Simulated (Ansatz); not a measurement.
# H2O on Ta (110)

This session takes Ta and sets out to cut and relax a (110) slab, then adsorb H2O from several starts and take the binding apart.

Computed with Ansatz 0.2.0 (DFT PBE+D3(BJ), scalar-relativistic, plane waves, PAW, unless a step's input says otherwise).

1 further run of the same task is left out (set aside as unsound or not needed).

### 1 The structure to begin with

It takes space group Im-3m (No. 229, cubic). The conventional cell has a = 3.285 Å, b = 3.285 Å, c = 3.285 Å, α = 90.00°, β = 90.00°, γ = 90.00°. Ta (site symmetry m-3m) has 8 Ta at 2.84 Å as nearest neighbours.

Coordinates:

```
Ta
1.0
    -1.64247    1.64247    1.64247
     1.64247   -1.64247    1.64247
     1.64247    1.64247   -1.64247
Ta
1
Direct
  0.00000 0.00000 0.00000
```

This cell was relaxed beforehand with the same method: volume 17.72 Å³/atom, gap on the mesh none (metal).

### 2 Cutting the slab

Miller indices refer to the conventional cell of the relaxed bulk, Im-3m (No. 229): a = 3.285 Å, b = 3.285 Å, c = 3.285 Å, α = 90.00°, β = 90.00°, γ = 90.00°.

A (110) slab, 4.6 Å thick as cut, with 16 Å of vacuum, in a 2×2 surface cell; its outer planes are Ta (top) and Ta (bottom).

The slab as cut. Its planes from the bottom up:

| plane | atoms per cell | height over the lowest (Å) |
| --- | --- | --- |
| 1 | Ta4 | 0.00 |
| 2 | Ta4 | 2.32 |
| 3 | Ta4 | 4.65 |

### 3 The clean surface, relaxed

File input.yaml:

```yaml
crystal:
  lattice:
    - [5.6896945748, 0.0, 0.0]
    - [-1.8965648583, 5.364295489, 0.0]
    - [0.0, 0.0, 20.6456161669]
  atoms:
    - { symbol: Ta, position: [0.25, 0.25, 0.3874914624] }
    - { symbol: Ta, position: [0.25, 0.75, 0.3874914624] }
    - { symbol: Ta, position: [0.75, 0.25, 0.3874914624] }
    - { symbol: Ta, position: [0.75, 0.75, 0.3874914624] }
    - { symbol: Ta, position: [0.5, 0.5, 0.5] }
    - { symbol: Ta, position: [0.5, 0.0, 0.5] }
    - { symbol: Ta, position: [0.0, 0.5, 0.5] }
    - { symbol: Ta, position: [0.0, 0.0, 0.5] }
    - { symbol: Ta, position: [0.75, 0.75, 0.6125085376] }
    - { symbol: Ta, position: [0.75, 0.25, 0.6125085376] }
    - { symbol: Ta, position: [0.25, 0.75, 0.6125085376] }
    - { symbol: Ta, position: [0.25, 0.25, 0.6125085376] }
basis:
  ecutwfc: 420
kpoints:
  mp_grid: { grid: [4, 4, 1] }
hamiltonian:
  xc: pbe
  dispersion: d3bj
scf:
  occupations: { method: gaussian, width: 0.1 }
output:
  forces: true
  eigenvalues: true
  write_density: true
  write_potential: true
  elf: true
  volumetric_format: npy
relax:
  adjacent_minimum: "off"
  f_tol: 0.03
  max_steps: 70
  constraints: [{ sites: [0, 1, 2, 3] }]
efield:
  axis: 3
  dipole_correction: true
  ramp_width: 0.04
```

Started as:

```bash
$ ansatz run input.yaml --threads 4 --pin off --max-ram 10240MiB --backend cpu --events-out ev --progress --plain --runs-dir out
```

Further runs follow: H2O, flat, over a top (Ta) site; H2O, tilted, over a bridge (Ta-Ta) site; the lowest end once more, with its density; the slab alone, frozen as in the lowest end; the molecules alone, frozen as adsorbed.

Before running it: what results should come out? Wanted: clean slab: work function; H2O: lowest end; interaction of the frozen parts; electrons moved above the midplane.

**Answer**, as computed:

```
                                    quantity                                   value
                   clean slab: work function                                 4.76 eV
                             H2O: lowest end  E_ads -0.72 eV, flat start over top Ta
             interaction of the frozen parts                         -0.82 eV a cell
                  cost of deforming the slab                                 0.11 eV
cost of deforming and crowding the molecules                                -0.01 eV
          electrons moved above the midplane                                  -0.003
```

H2O binds with 0.72 eV a molecule at best. In all 0.41 electrons are rearranged, and 0.00 cross the midplane towards the slab. Spin-orbit coupling is left out, which matters for the bands of Ta.
